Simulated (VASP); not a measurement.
# Al (Fm-3m) in VASP: notebook, part 2 of 2

VASP 6.6.1. The steps go on from the part before.

**4. Vibrations by finite differences, PBE**

This run uses another cell than the first one, of 16.65 Å³/atom, 1.003 times its volume.

File INCAR:

```
PREC     = Accurate       # precision mode
ENCUT    = 520            # plane-wave cutoff, eV
EDIFF    = 1E-8           # SCF threshold, eV
ISMEAR   = 0              # smearing method
SIGMA    = 0.1            # smearing width, eV
LREAL    = F              # projectors in reciprocal space
LASPH    = T              # aspherical terms in the spheres
NELM     = 80             # most SCF steps
ALGO     = Fast           # electronic algorithm
ISIF     = 3              # what is computed and relaxed
LWAVE    = F              # write WAVECAR
LCHARG   = F              # write CHGCAR
GGA      = PE             # functional
IBRION   = 6              # ionic algorithm
NFREE    = 2            
POTIM    = 0.015          # step
NSW      = 1              # ionic steps
```

File KPOINTS:

```
regular mesh
0
Gamma
  4 4 4
```

File POSCAR:

```
Al                                      
1.0
    0.0000000000      2.0266960946      2.0266960946
    2.0266960946      0.0000000000      2.0266960946
    2.0266960946      2.0266960946      0.0000000000
  Al            
     1
Direct
     0.0000000000000000    0.0000000000000000    0.0000000000000000
```

Potentials or basis: VASP PAW PBE potentials, release 64 (Al).

Started as:

```sh
> cat potpaw_PBE.64/Al/POTCAR > POTCAR
> mpirun -np 1 vasp_std > vasp.out
```

OUTCAR:

```text
PREC = Accurate
   ENCUT = 520
   EDIFF = 1E-8
   ISMEAR = 0
   LREAL = F
   LASPH = T
   NELM = 80
   ISIF = 3
   GGA = PE
   IBRION = 6
   NFREE = 2
   POTIM = 0.015
   NSW = 1

 ion  position               nearest neighbor table
   1  0.000  0.000  0.000-

  LATTYP: Found a face centered cubic cell.
 ALAT       =     4.0533921892

  Lattice vectors:

 A1 = (   0.0000000000,   2.0266960946,   2.0266960946)
 A2 = (   2.0266960946,   0.0000000000,   2.0266960946)
 A3 = (   2.0266960946,   2.0266960946,   0.0000000000)

Analysis of symmetry for initial positions (statically):
=====================================================================
 Subroutine PRICEL returns:
 Original cell was already a primitive cell.

 Routine SETGRP: Setting up the symmetry group for a
 face centered cubic supercell.

 Subroutine GETGRP returns: Found 48 space group operations
 (whereof 48 operations were pure point group operations)
 out of a pool of 48 trial point group operations.

The static configuration has the point symmetry O_h .

Analysis of symmetry for dynamics (positions and initial velocities):
=====================================================================
 Subroutine PRICEL returns:
 Original cell was already a primitive cell.

 Routine SETGRP: Setting up the symmetry group for a
 face centered cubic supercell.

 Subroutine GETGRP returns: Found 48 space group operations
 (whereof 48 operations were pure point group operations)
 out of a pool of 48 trial point group operations.

The dynamic configuration has the point symmetry O_h .

 Subroutine INISYM returns: Found 48 space group operations
 (whereof 48 operations are pure point group operations),
 and found     1 'primitive' translations

----------------------------------------------------------------------------------------

                                     Primitive cell

  volume of cell :      16.6493

  direct lattice vectors                    reciprocal lattice vectors
     0.000000000  2.026696095  2.026696095    -0.246706944  0.246706944  0.246706944
     2.026696095  0.000000000  2.026696095     0.246706944 -0.246706944  0.246706944
     2.026696095  2.026696095  0.000000000     0.246706944  0.246706944 -0.246706944

  length of vectors
     2.866181104  2.866181104  2.866181104     0.427308962  0.427308962  0.427308962

  position of ions in fractional coordinates (direct lattice)
     0.000000000  0.000000000  0.000000000

  ion indices of the primitive-cell ions
   primitive index   ion index
                 1           1
[... 101 lines left out ...]
  ---------------------------------------------------
  ext. energy  EPLUGINS =         0.00000000
  ---------------------------------------------------
  free energy    TOTEN  =        -3.46038873 eV

  energy without entropy =       -3.44427354  energy(sigma->0) =       -3.45233113

------------------------ aborting loop because EDIFF is reached ----------------------------------------

  FORCE on cell =-STRESS in cart. coord.  units (eV):
  Direction    XX          YY          ZZ          XY          YZ          ZX
  --------------------------------------------------------------------------------------
  -------------------------------------------------------------------------------------
  Total        0.0002759      0.0002759      0.0002759     -0.0000000     -0.0000000      0.0000000
  in kB        0.0265537      0.0265537      0.0265537     -0.0000000     -0.0000000      0.0000000
  external PRESSURE =       0.0265537 kB  Pullay stress =       0.0000000 kB
[... 86 lines left out ...]
  FREE ENERGIE OF THE ION-ELECTRON SYSTEM (eV)
  ---------------------------------------------------
  free  energy   TOTEN  =        -3.4617845588 eV

  energy  without entropy=       -3.4474685909  energy(sigma->0) =       -3.45462657

[... ionic steps 4 to 12 ...]

--------------------------------------- Ionic step       13  -------------------------------------------

 number of electron       3.0000000 magnetization

------------------------ aborting loop because EDIFF is reached ----------------------------------------
[... 65 lines left out ...]
--------------------------------------- Ionic step       15  -------------------------------------------

 number of electron       3.0000000 magnetization

 Free energy of the ion-electron system (eV)
  ---------------------------------------------------
  ext. energy  EPLUGINS =         0.00000000
  ---------------------------------------------------
  free energy    TOTEN  =        -3.46038872 eV

  energy without entropy =       -3.44427353  energy(sigma->0) =       -3.45233113

 E-fermi :   7.2197     XC(G=0): -10.1607

 val. band max:        7.1595286776   @ k =   0.5000   0.2500   0.0000
 cond. band min:       8.0919554764   @ k =  -0.2500   0.5000   0.2500
 fundamental gap:      0.9324267988
 Fermi energy:         7.2196997703

 k-point     1 :       0.0000    0.0000    0.0000
  band No.  band energies     occupation
      1      -3.1621      2.00000
      2      20.4807      0.00000
      3      20.4808      0.00000
      4      20.4811      0.00000
      5      21.9035      0.00000
[... 82 lines left out ...]
  FREE ENERGIE OF THE ION-ELECTRON SYSTEM (eV)
  ---------------------------------------------------
  free  energy   TOTEN  =        -3.4603887198 eV

  energy  without entropy=       -3.4442735312  energy(sigma->0) =       -3.45233113

 INTERNAL STRAIN TENSORS FROM STRAINED CELLS
 ============================================

 INTERNAL STRAIN TENSOR FOR ION    1 for displacements in x,y,z  (eV/Angst):
          X           Y           Z          XY          YZ          ZX
  --------------------------------------------------------------------------------
  x     0.00000     0.00000    -0.00000     0.00000     0.00000     0.00000
  y     0.00000     0.00000    -0.00000     0.00000     0.00000     0.00000
  z     0.00000     0.00000     0.00000     0.00000     0.00000     0.00000

 INTERNAL STRAIN TENSORS FROM DISPLACED ATOMS
 ============================================

 INTERNAL STRAIN TENSOR FOR ION    1 for displacements in x,y,z  (eV/Angst):
          X           Y           Z          XY          YZ          ZX
  --------------------------------------------------------------------------------
  x     0.00000     0.00000     0.00000     0.00000     0.00000     0.00000
  y     0.00000     0.00000     0.00000     0.00000     0.00000     0.00000
  z     0.00000     0.00000     0.00000     0.00000     0.00000     0.00000

 Eigenvectors and eigenvalues of the dynamical matrix
 ----------------------------------------------------

   1 f  =    0.000000 THz     0.000000 2PiTHz    0.000000 cm-1     0.000000 meV
             X         Y         Z           dx          dy          dz
      0.000000  0.000000  0.000000    -0.424523   -0.905417    0.000000

   2 f  =    0.000000 THz     0.000000 2PiTHz    0.000000 cm-1     0.000000 meV
             X         Y         Z           dx          dy          dz
      0.000000  0.000000  0.000000     0.000000    0.000000    1.000000

   3 f  =    0.000000 THz     0.000000 2PiTHz    0.000000 cm-1     0.000000 meV
             X         Y         Z           dx          dy          dz
      0.000000  0.000000  0.000000    -0.905417    0.424523    0.000000

--------------------------------------------------------------------------------------------------------

 ELASTIC MODULI CONTR FROM IONIC RELAXATION (kBar)
 Direction    XX          YY          ZZ          XY          YZ          ZX
 --------------------------------------------------------------------------------
 XX           0.0000      0.0000      0.0000      0.0000      0.0000      0.0000
 YY           0.0000      0.0000      0.0000      0.0000      0.0000      0.0000
 ZZ           0.0000      0.0000      0.0000      0.0000      0.0000      0.0000
 XY           0.0000      0.0000      0.0000      0.0000      0.0000      0.0000
 YZ           0.0000      0.0000      0.0000      0.0000      0.0000      0.0000
 ZX           0.0000      0.0000      0.0000      0.0000      0.0000      0.0000
 --------------------------------------------------------------------------------

 TOTAL ELASTIC MODULI (kBar)
 Direction    XX          YY          ZZ          XY          YZ          ZX
 --------------------------------------------------------------------------------
 XX       -1065.1175   1797.4997   1797.4997      0.0000      0.0000     -0.0000
 YY        1797.4997  -1065.1175   1797.4997     -0.0000      0.0000     -0.0000
 ZZ        1797.4997   1797.4997  -1065.1175      0.0000     -0.0000     -0.0000
 XY           0.0000     -0.0000      0.0000  -6119.8252      0.0000      0.0000
 YZ           0.0000      0.0000     -0.0000      0.0000  -6119.8252      0.0000
 ZX          -0.0000     -0.0000     -0.0000      0.0000      0.0000  -6119.8252
 --------------------------------------------------------------------------------
```

Wall time 35 s (1 thread of Intel Xeon Platinum 8375C at 2.90GHz (Ice Lake), shared host); peak memory 0.14 GiB.

What came out:

- Elastic constants C11, C12, C44: -107, 180, -612 GPa
- Voigt bulk modulus: 84 GPa

Elastic tensor in Voigt notation (GPa, in the Cartesian axes of the cell as first typed):
```
-107  180  180    0    0    0
 180 -107  180    0    0    0
 180  180 -107    0    0    0
   0    0    0 -612    0    0
   0    0    0    0 -612    0
   0    0    0    0    0 -612
```

Clamped-ion elastic tensor (GPa):
```
-107  180  180    0    0    0
 180 -107  180    0    0    0
 180  180 -107    0    0    0
   0    0    0 -612    0    0
   0    0    0    0 -612    0
   0    0    0    0    0 -612
```

Caveat: the k mesh is coarse (spacing up to 0.67 Å⁻¹), so the values aren't converged; the elastic tensor has a negative eigenvalue, so either the cell is unstable as it stands or the mesh is too thin.
